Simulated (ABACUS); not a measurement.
# FeO (Wuestite) (R-3m) in ABACUS: settings compared

Aim: see how the results for FeO (Wuestite) move with the level of theory and the settings. Levels: revPBE, revPBE+D2, revPBE+D3, revPBE+D3(BJ), revPBE+D3(BJ)+ABC. Tasks: relaxation of cell and atoms.

All numbers are computed with ABACUS 3.10.1; they aren't measurements. Logs are shortened: lines on timing, memory, paths and dates and some standing lists are left out, and cuts for length are marked.

## (1) Starting point

Symmetry: R-3m, No. 166, trigonal system. Conventional cell: a = 3.038 Å, b = 3.038 Å, c = 7.559 Å, α = 90.00°, β = 90.00°, γ = 120.00°. Fe (site symmetry -3m) has 6 O at 2.16 Å as nearest neighbours. Around O (site symmetry -3m) lie 6 Fe at 2.16 Å.

## (2) Relaxation of cell and atoms, revPBE, collinear spin, ferromagnetic start

The input, INPUT:

```
INPUT_PARAMETERS
suffix              FeO
calculation         cell-relax
basis_type          lcao
pseudo_dir          ./
orbital_dir         ./
symmetry            1
dft_functional      revpbe
ecutwfc             100
pseudo_rcut         7
nspin               2
nbands              17
ks_solver           genelpa
smearing_method     fd
smearing_sigma      0.00367493
scf_thr             1e-07
scf_nmax            100
mixing_type         broyden
mixing_beta         0.4
cal_force           1
cal_stress          1
out_mul             1
relax_nmax          60
force_thr_ev        0.005
relax_method        cg
out_stru            1
stress_thr          0.2
fixed_axes          shape
```

The input, STRU:

```
ATOMIC_SPECIES
Fe 55.8450 Fe.upf
O 15.9990 O.upf

NUMERICAL_ORBITAL
Fe_confined-atom_7au_3s2p2d1f.orb
O_confined-atom_6au_2s2p1d.orb

LATTICE_CONSTANT
1.8897261246

LATTICE_VECTORS
1.5188209023 0.8768916568 2.5195772846
-1.5188209023 0.8768916568 2.5195772846
0.0000000000 -1.7537833136 2.5195772846

ATOMIC_POSITIONS
Cartesian

Fe
0.0
1
0.0000000000 0.0000000000 0.0000000000 1 1 1 mag 3

O
0.0
1
0.0000000000 0.0000000000 3.7793659269 1 1 1 mag 0
```

The input, KPT:

```
K_POINTS
0
Gamma
8 8 8 0 0 0
```

Potentials or basis: PseudoDojo NC SR 0.4.1 PBE standard, DZP LCAO (the cutoffs set its grid).

Launch:

```console
$ OMP_NUM_THREADS=1 mpirun -np 4 abacus > log
```

running log:

```text
ABACUS v3.10.1

               Atomic-orbital Based Ab-initio Computation at UStc

 ------------------------------------------------------------------------------------

 READING GENERAL INFORMATION
                           global_out_dir = OUT.FeO/
                           global_in_card = INPUT
                               pseudo_dir = ./
                              orbital_dir = ./
                                    DSIZE = 4
                                    GSIZE = 1

 READING UNITCELL INFORMATION
                                    ntype = 2
                  lattice constant (Bohr) = 1.88973
              lattice constant (Angstrom) = 1

 READING ATOM TYPE 1
                               atom label = Fe
                      L=0, number of zeta = 3
                      L=1, number of zeta = 2
                      L=2, number of zeta = 2
                      L=3, number of zeta = 1
             number of atom for this type = 1
               magnetization of element 1 = 3

 READING ATOM TYPE 2
                               atom label = O
                      L=0, number of zeta = 2
                      L=1, number of zeta = 2
                      L=2, number of zeta = 1
             number of atom for this type = 1
               magnetization of element 2 = 0

                        TOTAL ATOM NUMBER = 2
CARTESIAN COORDINATES ( UNIT =       1.889726124600 Bohr ).
    atom                   x                   y                   z     mag                  vx                  vy                  vz
tauc_Fe1            0.0000000000        0.0000000000        0.0000000000  3.0000        0.0000000000        0.0000000000        0.0000000000
tauc_O1            0.0000000000        0.0000000000        3.7793659269  0.0000        0.0000000000        0.0000000000        0.0000000000

                          Volume (Bohr^3) = 135.871
                             Volume (A^3) = 20.134

 Lattice vectors: (Cartesian coordinate: in unit of a_0)
             +1.51882           +0.876892            +2.51958
             -1.51882           +0.876892            +2.51958
                   +0            -1.75378            +2.51958
 Reciprocal vectors: (Cartesian coordinate: in unit of 2 pi/a_0)
            +0.329203           +0.190065           +0.132297
            -0.329203           +0.190065           +0.132297
                   +0           -0.380131           +0.132297
 The esolver type has been set to : ksdft_lcao

                PAO radial cut off (Bohr) = 7

 Read in pseudopotential file is Fe.upf
                     pseudopotential type = NC
          exchange-correlation functional = PBE
                 nonlocal core correction = 1
                        valence electrons = 16
                                     lmax = 2
                           number of zeta = 4
                     number of projectors = 6
                           L of projector = 0
                           L of projector = 0
                           L of projector = 1
                           L of projector = 1
                           L of projector = 2
                           L of projector = 2
 XC functional updated to : revpbe
          exchange-correlation functional = REVPBE
                PAO radial cut off (Bohr) = 7

 Read in pseudopotential file is O.upf
                     pseudopotential type = NC
          exchange-correlation functional = PBE
                 nonlocal core correction = 1
                        valence electrons = 6
                                     lmax = 2
                           number of zeta = 2
                     number of projectors = 5
                           L of projector = 0
                           L of projector = 0
                           L of projector = 1
                           L of projector = 1
                           L of projector = 2
 XC functional updated to : revpbe
          exchange-correlation functional = REVPBE
     initial pseudo atomic orbital number = 14
 The readin total magnetization is 3

 SETUP THE ELECTRONS NUMBER
            electron number of element Fe = 16
      total electron number of element Fe = 16
             electron number of element O = 6
       total electron number of element O = 6
            AUTOSET number of electrons:  = 22
                           occupied bands = 11
                                   NLOCAL = 39
                                   NBANDS = 17
                                   NBANDS = 17
                                   NLOCAL = 39

%%%%%%%%%%%%%%%%%%%%%%%%%%%%%%%%%%%%%%%%%%%%%%%%%%%%%%%%%%%%%%%%%%%%%%%%%%%%%%%%%%%%%%%%%%%%%%%%%%%%%%%%%%
 Warning: the number of valence electrons in pseudopotential > 8 for Fe: [Ar] 3d6 4s2
 Pseudopotentials with additional electrons can yield (more) accurate outcomes, but may be less efficient.
 If you're confident that your chosen pseudopotential is appropriate, you can safely ignore this warning.
%%%%%%%%%%%%%%%%%%%%%%%%%%%%%%%%%%%%%%%%%%%%%%%%%%%%%%%%%%%%%%%%%%%%%%%%%%%%%%%%%%%%%%%%%%%%%%%%%%%%%%%%%%

 SETUP THE PLANE WAVE BASIS
 energy cutoff for charge/potential (unit:Ry) = 400
            fft grid for charge/potential = [ 40, 40, 40 ]
                        fft grid division = [ 5, 5, 5 ]
        big fft grid for charge/potential = [ 8, 8, 8 ]
                                     nbxx = 128
                                     nrxx = 16000

 SETUP PLANE WAVES FOR CHARGE/POTENTIAL
                    number of plane waves = 18367
                         number of sticks = 923

 PARALLEL PW FOR CHARGE/POTENTIAL
     PROC   COLUMNS(POT)             PW
        1            231           4592
        2            231           4592
        3            231           4593
        4            230           4590
 --------------- sum -------------------
        4            923          18367
                            number of |g| = 1299
                                  max |g| = 36.1289
                                  min |g| = 0.157523

----------- Double Check Mixing Parameters Begin ------------
mixing_type: broyden
mixing_beta: 0.4
mixing_gg0: 1
mixing_gg0_min: 0.1
mixing_beta_mag: 1.6
mixing_gg0_mag: 0
mixing_ndim: 8
----------- Double Check Mixing Parameters End ------------

 LATTICE VECTORS: (CARTESIAN COORDINATE: IN UNIT OF A0)
             +1.51882           +0.876892            +2.51958
             -1.51882           +0.876892            +2.51958
                   +0            -1.75378            +2.51958
                       right hand lattice = 1
                                   NORM_A = 3.06986
                                   NORM_B = 3.06986
                                   NORM_C = 3.06986
                           ALPHA (DEGREE) = 59.3069
                           BETA  (DEGREE) = 59.3069
                           GAMMA (DEGREE) = 59.3069

 The lattice vectors have been changed (STRU_SIMPLE.cif)

(for optimal symmetric configuration:)
                             BRAVAIS TYPE = 7
                     BRAVAIS LATTICE NAME = 07. Rhombohedral (Trigonal) cell
                                    ibrav = 7
                                    IBRAV = 7
                                  BRAVAIS = TRIGONAL (RHOMBOEDRIC) CELL
                       LATTICE CONSTANT A = 3.06986
                               COS(ALPHA) = 0.510439
Original cell was already a primitive cell.
                        ROTATION MATRICES = 12
              PURE POINT GROUP OPERATIONS = 12
                   SPACE GROUP OPERATIONS = 12
                                       C2 = 3
                                       C3 = 2
                                       C4 = 0
                                       C6 = 0
                                       S1 = 3
                                       S3 = 0
                                       S4 = 0
                                       S6 = 2
                              POINT GROUP = D_3d
                                       C2 = 3
                                       C3 = 2
                                       C4 = 0
                                       C6 = 0
                                       S1 = 3
                                       S3 = 0
                                       S4 = 0
                                       S6 = 2
               POINT GROUP IN SPACE GROUP = D_3d

 SETUP K-POINTS
                                    nspin = 2
                   Input type of k points = Monkhorst-Pack(Gamma)
                                   nkstot = 512
                       right hand lattice = 1
(for reciprocal lattice: )
                             BRAVAIS TYPE = 7
                     BRAVAIS LATTICE NAME = 07. Rhombohedral (Trigonal) cell
                                    ibrav = 7
                       right hand lattice = 1
(for k-lattice: )
                             BRAVAIS TYPE = 7
                     BRAVAIS LATTICE NAME = 07. Rhombohedral (Trigonal) cell
                                    ibrav = 7
                       right hand lattice = 1
                        ROTATION MATRICES = 12
                               nkstot_ibz = 65
K-POINTS REDUCTION ACCORDING TO SYMMETRY
     IBZ    DIRECT_X    DIRECT_Y    DIRECT_Z  WEIGHT  ibz2bz
       1  0.00000000  0.00000000  0.00000000  0.0020       0
       2  0.12500000  0.00000000  0.00000000  0.0117       1
       3  0.25000000  0.00000000  0.00000000  0.0117       2
       4  0.37500000  0.00000000  0.00000000  0.0117       3
       5  0.50000000  0.00000000  0.00000000  0.0059       4
       6  0.12500000  0.12500000  0.00000000  0.0117       9
[... 22 lines left out ...]
      29  0.25000000  0.25000000  0.12500000  0.0117      82
      30  0.37500000  0.25000000  0.12500000  0.0234      83
[... 35 further k points ...]

                               nkstot now = 65
[... K-POINTS DIRECT COORDINATES: 65 rows ...]

           k-point number in this process = 65
       minimum distributed K point number = 65
[... stars of the k points ...]
                             nks(nspin=2) = 130
                          nkstot(nspin=2) = 130

[... K-POINTS CARTESIAN COORDINATES: 130 rows ...]

[... K-POINTS DIRECT COORDINATES: 130 rows ...]

 SETUP PLANE WAVES FOR WAVE FUNCTIONS
     energy cutoff for wavefunc (unit:Ry) = 100
              fft grid for wave functions = [ 40, 40, 40 ]
                    number of plane waves = 3131
                         number of sticks = 283

 PARALLEL PW FOR WAVE FUNCTIONS
     PROC   COLUMNS(POT)             PW
        1             70            782
        2             71            783
        3             71            783
        4             71            783
 --------------- sum -------------------
        4            283           3131

 SET NONLOCAL PSEUDOPOTENTIAL PROJECTORS
 SET NONLOCAL PSEUDOPOTENTIAL PROJECTORS
 max number of nonlocal projetors among all species is 6

 -------------------------------------------
 STEP OF RELAXATION : 1
 -------------------------------------------

 SETUP SEARCHING RADIUS FOR PROGRAM TO SEARCH ADJACENT ATOMS
                  longest orb rcut (Bohr) = 7
   longest nonlocal projector rcut (Bohr) = 1.58
                     search radius (Bohr) = 17.2
              searching radius is (Bohr)) = 17.2
         searching radius unit is (Bohr)) = 1.89
                         PeriodicBoundary = 1
                        Radius(unit:lat0) = 9.08
                                   glayer = [ 5, 5, 5 ]
                             glayer_minus = [ 4, 4, 4 ]

Find the coordinate range of the input atom(unit:lat0).
                                  min_tau = [ -12.2, -14, -30.2 ]
                                  max_tau = [ 12.2, 14, 34 ]
                                BoxNumber = [ 9, 9, 9 ]

 SETUP EXTENDED REAL SPACE GRID FOR GRID INTEGRATION
                          real space grid = [ 40, 40, 40 ]
                 big cell numbers in grid = [ 8, 8, 8 ]
             meshcell numbers in big cell = [ 5, 5, 5 ]
                        extended fft grid = [ 12, 12, 12 ]
                dimension of extened grid = [ 33, 33, 33 ]
                            UnitCellTotal = 125
              Atom number in sub-FFT-grid = 2
    Local orbitals number in sub-FFT-grid = 39
                                ParaV.nnr = 35548
                                 init_chg = atomic

 LCAO ALGORITHM --------------- ION=   1  ELEC=   1--------------------------------
          total magnetism (Bohr mag/cell) = 4.00214
       absolute magnetism (Bohr mag/cell) = 4.00214
                        nelec for spin up = 13.0011
                      nelec for spin down = 8.99893

 Density error is 0.11501588151
----------------------------------------------------------
     Energy           Rydberg                 eV
----------------------------------------------------------
 E_KohnSham     -283.7234377542      -3860.2554096053
 E_Harris       -283.5759032683      -3858.2480999463
 E_Fermi        1.0388452203         14.1342143368
----------------------------------------------------------

 LCAO ALGORITHM --------------- ION=   1  ELEC=   2--------------------------------
          total magnetism (Bohr mag/cell) = 4.00031
       absolute magnetism (Bohr mag/cell) = 4.02115
                        nelec for spin up = 13.0002
                      nelec for spin down = 8.99985
[... 784 lines left out ...]
----------------------------------------------------------------
 TOTAL-STRESS (KBAR)
----------------------------------------------------------------
         3.4223840435         0.0000000000         0.0000000000
        -0.0000000000         3.4223840434         0.0000000000
        -0.0000000000         0.0000000000        -6.8456309634
----------------------------------------------------------------
 TOTAL-PRESSURE: -0.000288 KBAR

 Largest gradient in force is 0.000000 eV/A.
 Threshold is 0.005000 eV/A.

 Largest gradient in stress is 0.000288 kbar.
 Threshold is 0.200000 kbar.

 Relaxation is converged!

 --------------------------------------------
 !FINAL_ETOT_IS -3861.2804209504988648 eV
 --------------------------------------------
```

Run time: 47 s. Hardware: 4 MPI ranks of Intel Xeon 6975P-C (Granite Rapids), shared host; peak memory 0.52 GiB.

Results:

* Free energy: -3861.2804 eV
* Relaxed volume: 10.21 Å³/atom
* Relaxed cell: a = 3.084 Å, b = 3.084 Å, c = 3.084 Å, α = 59.31°, β = 59.31°, γ = 59.31°
* Space group after relaxing (to 0.05 Å): R-3m (No. 166)
* Energy gained by relaxing: 1.1 meV/atom
* Ionic steps: 5
* Pressure after relaxing: 0.0 GPa
* Net moment: 4.00 μB per cell
* Absolute moment: 4.02 μB per cell
* Site moments: Fe +3.77; O +0.23 μB
* Mulliken charges: Fe +0.57; O -0.57 e

The path:
| step | energy change (eV) | largest force (eV/Å) | pressure (GPa) | volume (Å³) |
| --- | --- | --- | --- | --- |
| 1 | 0.0000 | 0.0000 | 2.47 | 20.13 |
| 2 | -0.0014 | 0.0000 | -1.54 | 20.61 |
| 3 | -0.0023 | 0.0000 | -0.07 | 20.43 |
| 4 | -0.0023 | 0.0000 | 0.04 | 20.41 |
| 5 | -0.0023 | 0.0000 | 0.00 | 20.42 |

Final structure:
```
Fe O
1.0
     1.52588    0.88097    2.53130
    -1.52588    0.88097    2.53130
     0.00000   -1.76194    2.53130
Fe O
1 1
Direct
  0.00000 0.00000 0.00000
  0.50000 0.50000 0.50000
```

Caveat: the atomic orbitals were generated for these runs and aren't a published set; Mulliken charges move with the basis; the shape was held while the volume relaxed; the potentials were made for another functional, which shifts forces and pressure; the basis of atomic orbitals isn't converged, which shifts pressures, moduli and gaps; a cell with one magnetic atom can't hold antiferromagnetic order, which such compounds often take. Zero-point motion and thermal expansion aren't in these numbers.

## (3) Relaxation of cell and atoms, revPBE+D2, collinear spin, ferromagnetic start

Changes to INPUT since step 2:

```diff
@@ -21,2 +21,4 @@
 cal_stress          1
+vdw_method          d2
+vdw_s6              1.25
 out_mul             1
```

STRU is that of step 2.

KPT is that of step 2.

Potentials or basis: PseudoDojo NC SR 0.4.1 PBE standard, DZP LCAO (the cutoffs set its grid).

Launch:

```console
$ OMP_NUM_THREADS=1 mpirun -np 4 abacus > log
```

Wall time 46 s (4 MPI ranks of Intel Xeon 6975P-C (Granite Rapids), shared host); peak memory 0.52 GiB.

It converged, with:

| Item | Value |
| --- | --- |
| Free energy | -3862.1909 eV |
| Relaxed volume | 10.15 Å³/atom |
| Relaxed cell | a = 3.078 Å, b = 3.078 Å, c = 3.078 Å, α = 59.31°, β = 59.31°, γ = 59.31° |
| Space group after relaxing (to 0.05 Å) | R-3m (No. 166) |
| Energy gained by relaxing | 0.4 meV/atom |
| Ionic steps | 5 |
| Pressure after relaxing | 0.0 GPa |
| Net moment | 4.00 μB per cell |
| Absolute moment | 4.01 μB per cell |
| Site moments | Fe +3.77; O +0.23 μB |
| Mulliken charges | Fe +0.57; O -0.57 e |
| Dispersion energy per atom | -0.455 eV |

Stress tensor (GPa, compression positive):
```
 0.41  0.00  0.00
 0.00  0.41  0.00
 0.00  0.00 -0.81
```

The path:
```csv
step,energy change (eV),largest force (eV/Å),pressure (GPa),volume (Å³)
1,0.0000,0.0000,1.43,20.13
2,-0.0005,0.0000,-0.98,20.41
3,-0.0008,0.0000,-0.10,20.30
4,-0.0008,0.0000,0.06,20.29
5,-0.0008,0.0000,0.00,20.29
```

Final structure:
```
CELL_PARAMETERS angstrom
1.52281 0.87919 2.52619
-1.52281 0.87919 2.52619
0.00000 -1.75839 2.52619
ATOMIC_POSITIONS crystal
Fe 0.00000 0.00000 0.00000
O 0.50000 0.50000 0.50000
```

Caveat: the atomic orbitals were generated for these runs and aren't a published set; Mulliken charges move with the basis; the shape was held while the volume relaxed; the potentials were made for another functional, which shifts forces and pressure; the basis of atomic orbitals isn't converged, which shifts pressures, moduli and gaps; a cell with one magnetic atom can't hold antiferromagnetic order, which such compounds often take. Zero-point motion and thermal expansion aren't in these numbers.

(Part 1 of 2 ends here.)
